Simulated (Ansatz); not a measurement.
# CdS (P6_3mc):Cd_i (6-fold void), thermodynamic levels from a 72-atom cell

Charge states of Cd_i (6-fold void) in CdS (P6_3mc), set against the band edges. Model: a cell of 72 host atoms with 1 Cd put in.

Main program and level: Ansatz 0.2.0; place-levels on r2SCAN runs: charge-transition levels and formation energies with image-charge correction and potential alignment at the atomic sites; PAW set soft_1.

### Step 1. Set-up

The cell holds 73 atoms: 37 Cd and 36 S. Cell: a = 12.492 Å, b = 12.492 Å, c = 13.535 Å, α = 90.0°, β = 90.0°, γ = 120.0°. It derives from CdS (space group P6_3mc). Nearest the centre at fractional (0.279, 0.721, 0.094): Cd73 at 0.00 Å, S23 at 2.44 Å, Cd17 at 2.44 Å, Cd10 at 2.44 Å, Cd42 at 2.44 Å, S12 at 2.44 Å, S44 at 2.44 Å, S15 at 3.80 Å.

Structure file:

```xyz
73
Lattice="12.4917 0.0000 0.0000 -6.2458 10.8181 0.0000 0.0000 0.0000 13.5350" Properties=species:S:1:pos:R:3 pbc="T T T"
Cd    2.0819    1.2020    3.3845
Cd    0.0000    2.4040    0.0007
S     2.0819    1.2020    5.9344
S     0.0000    2.4040    2.5506
Cd    2.0819    1.2020   10.1520
Cd    0.0000    2.4040    6.7682
S     2.0819    1.2020   12.7019
S     0.0000    2.4040    9.3181
Cd    0.0000    4.8080    3.3845
Cd   -2.0819    6.0101    0.0007
S     0.0000    4.8080    5.9344
S    -2.0819    6.0101    2.5506
Cd    0.0000    4.8080   10.1520
Cd   -2.0819    6.0101    6.7682
S     0.0000    4.8080   12.7019
S    -2.0819    6.0101    9.3181
Cd   -2.0819    8.4141    3.3845
Cd   -4.1639    9.6161    0.0007
S    -2.0819    8.4141    5.9344
S    -4.1639    9.6161    2.5506
Cd   -2.0819    8.4141   10.1520
Cd   -4.1639    9.6161    6.7682
S    -2.0819    8.4141   12.7019
S    -4.1639    9.6161    9.3181
Cd    6.2458    1.2020    3.3845
Cd    4.1639    2.4040    0.0007
S     6.2458    1.2020    5.9344
S     4.1639    2.4040    2.5506
Cd    6.2458    1.2020   10.1520
Cd    4.1639    2.4040    6.7682
S     6.2458    1.2020   12.7019
S     4.1639    2.4040    9.3181
Cd    4.1639    4.8080    3.3845
Cd    2.0819    6.0101    0.0007
S     4.1639    4.8080    5.9344
S     2.0819    6.0101    2.5506
Cd    4.1639    4.8080   10.1520
Cd    2.0819    6.0101    6.7682
S     4.1639    4.8080   12.7019
S     2.0819    6.0101    9.3181
Cd    2.0819    8.4141    3.3845
Cd    0.0000    9.6161    0.0007
S     2.0819    8.4141    5.9344
S     0.0000    9.6161    2.5506
Cd    2.0819    8.4141   10.1520
Cd    0.0000    9.6161    6.7682
S     2.0819    8.4141   12.7019
S     0.0000    9.6161    9.3181
Cd   10.4097    1.2020    3.3845
Cd    8.3278    2.4040    0.0007
S    10.4097    1.2020    5.9344
S     8.3278    2.4040    2.5506
Cd   10.4097    1.2020   10.1520
Cd    8.3278    2.4040    6.7682
S    10.4097    1.2020   12.7019
S     8.3278    2.4040    9.3181
Cd    8.3278    4.8080    3.3845
Cd    6.2458    6.0101    0.0007
S     8.3278    4.8080    5.9344
S     6.2458    6.0101    2.5506
Cd    8.3278    4.8080   10.1520
Cd    6.2458    6.0101    6.7682
S     8.3278    4.8080   12.7019
S     6.2458    6.0101    9.3181
Cd    6.2458    8.4141    3.3845
Cd    4.1639    9.6161    0.0007
S     6.2458    8.4141    5.9344
S     4.1639    9.6161    2.5506
Cd    6.2458    8.4141   10.1520
Cd    4.1639    9.6161    6.7682
S     6.2458    8.4141   12.7019
S     4.1639    9.6161    9.3181
Cd   -1.0196    7.8007    1.2757
```

Known beforehand: the electronic dielectric constant, (6.29, 6.29, 6.38), and the static one, (9.82, 9.82, 10.49), computed on the host (DFPT, PBEsol, on the r2SCAN cell), and a cell off the functional's own equilibrium shifts the ionic part.

The cell's shortest repeat is 12.5 Å.

### Step 2. The runs of each charge state

A transition level is the Fermi level at which two charge states cost the same, so each charge needs its own total energy, at its own relaxed structure.

Random displacements of about 0.05 Å break the site symmetry at the start, so that the relaxation can reach a distorted minimum if there is one. Forces are taken at one point at (¼, ¼, ¼). The cell holds 1 electron more than the neutral one, with a uniform background that keeps it neutral on the whole. The electron count is odd, so at least one spin is unpaired; this run locks the moment at 1 μB.

The sampling was tested on the host first: at the k-points planned (1x1x1 shifted 0.25 0.25 0.25) its energy lies -0.011 eV an atom from the dense-mesh value, under the bound of 0.02 eV set for this test; that bounds the host's error, not the defect's.

One state's input; the others differ in charge, spin, start and seed, and in occupations where the table says so.

Contents of qm1_M1.relax/input.yaml:

```yaml
crystal:
  lattice:
    - [4.16389271, -3.0e-08, 0.0]
    - [-2.08194633, 3.60603688, 0.0]
    - [0.0, 0.0, 6.76750797]
  atoms:
    - { symbol: Cd, position: [0.66666667, 0.33333333, 0.50010522] }
    - { symbol: Cd, position: [0.33333333, 0.66666667, 0.00010522] }
    - { symbol: S, position: [0.66666667, 0.33333333, 0.87689478] }
    - { symbol: S, position: [0.33333333, 0.66666667, 0.37689478] }
  supercell: [3, 3, 2]
  defects:
    - { interstitial: { symbol: Cd, position: [0.278919, 0.721081, 0.09425] } }
total_charge: -1
basis:
  ecutwfc: 500
  xc_grid: 2
hamiltonian:
  xc: r2scan
  pseudopotentials: { kind: paw, azcp: { folder: soft_1 } }
kpoints:
  mp_grid: { grid: [1, 1, 1], shift: [0.25, 0.25, 0.25] }
magnetization:
  spin_polarized: true
  initial_magnetization: 1
  spin_locking: { lock_magnetization: hard }
scf:
  occupations: { method: fixed }
  max_iter: 60
output:
  forces: true
  charged_corrections: { epsilon: [6.29, 6.29, 6.38], static_epsilon: [9.82, 9.82, 10.49] }
relax:
  f_tol: 0.02
  max_steps: 80
  random_displacement: { amplitude: 0.05, seed: 5925 }
checkpoint:
  write: "../qm1_M1.relax.run"
  compress: false
  write_wavefunctions: true
  write_every: 100000
```

Run with:

```
ansatz run input.yaml --threads 32 --pin off --max-ram 56524MiB --backend cuda --events-out ev --progress --plain --runs-dir out --max-vram 78GiB
```

Defect states can disperse in a cell of this size, so the energy is taken again at a 2×2×2 shifted mesh, on the relaxed structure.

The run of this state that the levels use, under r2SCAN:

Contents of qm1_M1.point/input.yaml:

```yaml
crystal:
  checkpoint: "../qm1_M1.relax.run"
  host: checkpoint
total_charge: -1
basis:
  ecutwfc: 500
  xc_grid: 2
hamiltonian:
  xc: r2scan
  pseudopotentials: { kind: paw, azcp: { folder: soft_1 } }
kpoints:
  mp_grid: { grid: [2, 2, 2], shift: [0.5, 0.5, 0.5] }
magnetization:
  spin_polarized: true
  initial_magnetization: 1
  spin_locking: { lock_magnetization: hard }
scf:
  occupations: { method: fermi_dirac, width: 0.01 }
  max_iter: 60
output:
  forces: true
  eigenvalues: true
  charged_corrections:
    epsilon: [6.29, 6.29, 6.38]
    static_epsilon: [9.82, 9.82, 10.49]
    defect_position: [0.278919, 0.721081, 0.09425]
  eigenstates: { localisation: true }
  populations: true
  efg: {}
checkpoint:
  read: "../qm1_M1.relax.run"
  write: "../qm1_M1.point.run"
  compress: false
  write_wavefunctions: false
  write_every: 100000
```

Relaxations under r2SCAN at one point at (¼, ¼, ¼); times on 1 × NVIDIA GB200 with 32 threads of Arm Neoverse V2, shared host:

```
charge  moment (μB)  occupations    outcome  steps  largest displacement against the far atoms (Å)  time
    −1            1        fixed  converged     10                                            1.18  27 s
     0            0        fixed  converged      9                                            1.18  17 s
    +1            1        fixed  converged      9                                            1.17  26 s
    +2            0        fixed  converged     12                                            1.19  20 s
```

Single points under r2SCAN at a 2×2×2 shifted mesh; times on 1 × NVIDIA GB200 with 32 threads of Arm Neoverse V2, shared host:

| charge | moment (μB) | occupations | outcome | time |
| --- | --- | --- | --- | --- |
| −1 | 1 | fermi-dirac | converged | 20 s |
| 0 | 0 | fermi-dirac | converged | 8.1 s |
| +1 | 1 | fermi-dirac | converged | 21 s |
| +2 | 0 | fermi-dirac | converged | 8.2 s |

Distances (Å) from Cd73 to the nearest atoms after relaxation with r2SCAN:

```
charge  moment (μB)      1.      2.      3.       4.       5.       6.
    −1            1  S 2.83  S 2.83  S 2.83  Cd 2.84  Cd 2.84  Cd 2.85
     0            0  S 2.82  S 2.82  S 2.82  Cd 2.84  Cd 2.84  Cd 2.85
    +1            1  S 2.71  S 2.71  S 2.72  Cd 2.93  Cd 2.93  Cd 2.94
    +2            0  S 2.65  S 2.66  S 2.66  Cd 2.98  Cd 3.00  Cd 3.00
```

### Step 3. Levels against the band edges, r2SCAN

A charged cell interacts with its images and the background, and its potential has another zero than the host's. place-levels removes the first by a point-charge model, screened by the static dielectric constant since the ions have relaxed around the charge, and the second by comparing potentials at atoms far from the defect.

The host is a run of the defect-free crystal in the same cutoffs, grids and k-points, so that basis and sampling errors cancel in part in the differences. The host is run in a cell of 4 atoms on a matching mesh. Its band edges are searched through the zone by a band path, so the gap is smaller than, or equal to, that on the mesh. Chemical potentials are energies per atom of Cd (hcp), run with the same functional and cutoff.

Contents of levels.point.yaml:

```yaml
host:
  run: host.point.run
states: [qm1_M1.point.run, q0.point.run, qp1_M1.point.run, qp2.point.run]
geometry_from:
  qm1_M1.point.run: qm1_M1.relax.run
  q0.point.run: q0.relax.run
  qp1_M1.point.run: qp1_M1.relax.run
  qp2.point.run: qp2.relax.run
  host.point.run: host.relax.run
chemical_potentials:
  Cd:
    energy: -8268.253598
    dataset: "<sha256 of the dataset>"
epsilon: [6.29, 6.29, 6.38]
static_epsilon: [9.82, 9.82, 10.49]
vertical:
  - { from: qm1_M1.point.run, to: qm1_M1.point_neutral.run }
  - { from: qp1_M1.point.run, to: qp1_M1.point_neutral.run }
  - { from: qp2.point.run, to: qp2.point_neutral.run }
```

Run with:

```
ansatz place-levels levels.point.yaml -- --threads 32 --pin off --max-ram 56524MiB
```

Numbers of over 12 decimals in the logs are rounded to 6 here.

The program printed:

```text
[... repeated set-up lines and file paths are left out, and long positions are rounded to six places ...]
(+2/+1) 1.470 eV above the valence edge, 0.157 eV under the conduction edge
(+1/0) 1.700 eV above the valence edge, in the conduction band; not on the lower envelope
(0/-1) 1.648 eV above the valence edge (+2.681 eV without the band-filling correction), in the conduction band; not on the lower envelope
(+1/-1) 1.674 eV above the valence edge (+2.191 eV without the band-filling correction), in the conduction band: charges between them are lowest nowhere
formation energy of charge +2: -0.773 eV with the Fermi level at the valence edge
formation energy of charge +1: +0.697 eV with the Fermi level at the valence edge
formation energy of charge 0: +2.397 eV with the Fermi level at the valence edge
formation energy of charge -1: +4.044 eV with the Fermi level at the valence edge
vertical -1 to 0: no energy, since no alignment is typed
  the change from vertical[0].from (qm1_M1.point.run) to vertical[0].to (qm1_M1.point_neutral.run): by its potential at epsilon [6.29, 6.29, 6.38] it stands at 0.772 0.222 0.223, with an rms radius of about 8.6 Å (4.7 4.7 5.5 Å across the planes of the cell's [...]
vertical +1 to 0: no energy, since no alignment is typed
  the change from vertical[1].from (qp1_M1.point.run) to vertical[1].to (qp1_M1.point_neutral.run): by its spins about the atoms it stands at 0.351 0.649 0.103, with an rms radius of about 3.8 Å (2.2 2.2 2.2 Å across the planes of the cell's vectors); [...]
vertical +2 to 0: no energy, since no alignment is typed
  the change from vertical[2].from (qp2.point.run) to vertical[2].to (qp2.point_neutral.run): by its potential at epsilon [6.29, 6.29, 6.38] it stands at 0.365 0.636 0.095, with an rms radius of about 5.0 Å (2.8 2.8 3.1 Å across the planes of the cell's [...]
  edges by r2scan, gap 1.628 eV; the host is sampled to repeats of 24.98 Å
  the defect's cells are sampled to repeats of 24.98 Å, like sampling
  charge +2: -338605.9749 eV with its correction of +1.022 eV, at epsilon [9.82, 9.82, 10.49], aligned at sites: +0.1769 eV, mean over 32 atomic sites at or beyond 6.25 Å from the defect at [0.2789, 0.7211, 0.0943], with +0.000304 for the charge's moments and [...]
  charge +1: -338598.1945 eV with its correction of +0.370 eV, at epsilon [9.82, 9.82, 10.49], aligned at sites: +0.2033 eV, mean over 32 atomic sites at or beyond 6.25 Å from the defect at [0.2789, 0.7211, 0.0943], with +0.000137 for the charge's moments and [...]
  charge 0: +0.000 eV for its dipole among its images, +0.000 omitted
  charge -1: -338581.1932 eV with its correction of -0.124 eV, at epsilon [9.82, 9.82, 10.49], aligned at sites: +0.2905 eV, mean over 32 atomic sites at or beyond 6.25 Å from the defect at [0.2789, 0.7211, 0.0943], with +0.000000 for the charge's moments and [...]
  of states[3] (qp2.point.run): it parts from the run at its places by a charge that spreads by about 2.8 Å along one vector (1.9 Å or more is wide), by its potential at epsilon [6.29, 6.29, 6.38], taken for that of held ions (one typed too small widens it), [...]
  of states[2] (qp1_M1.point.run): it parts from the run at its places by a charge that spreads by about 2.2 Å along one vector (1.9 Å or more is wide), by the spins about the atoms, where the cell does not tell a trapped carrier from a band state. [...]
  of states[1] (q0.point.run): its displacements don't fall off away from the defect: farther atoms stand 0.045 Å off the host's places. [...]
  of states[0] (qm1_M1.point.run): it parts from the run at its places by a charge that spreads by about 4.7 Å along one vector (1.9 Å or more is wide), by its potential at epsilon [6.29, 6.29, 6.38], taken for that of held ions (one typed too small widens [...]
  of vertical[0].from (qm1_M1.point.run): its displacements don't fall off away from the defect: farther atoms stand 0.047 Å off the host's places. [...]
  of vertical[0].to (qm1_M1.point_neutral.run): its displacements don't fall off away from the defect: farther atoms stand 0.047 Å off the host's places. [...]
  of vertical[1].from (qp1_M1.point.run): stability_check_not_made; [...]
  of vertical[2].from (qp2.point.run): its displacements don't fall off away from the defect: farther atoms stand 0.05 Å off the host's places. [...]
  of vertical[2].to (qp2.point_neutral.run): its displacements don't fall off away from the defect: farther atoms stand 0.05 Å off the host's places. [...]
```

It took 0.53 s on 32 threads of Arm Neoverse V2, shared host.

(Continued in part 2 of 2.)

[Logs are printed without paths, hosts, clocks, repeated set-up lines and the standing remarks that a program may print on its own settings, such as how far it seeks lower states.]

[Hosts, paths, dates, database ids (printed as entryN), source tags and the programs' standing remarks are cut or masked in the printed files.]

[Where a table of states has a column of steps, it counts the stored structures, which are thinned; the runs took as many ionic steps or more.]

[A defect's name tells the site on which it was built; relaxed atoms can leave that site.]

[For some hosts the program warned that the k-mesh of the response run may be too coarse for force constants and the static dielectric constant; such warnings are not shown here.]
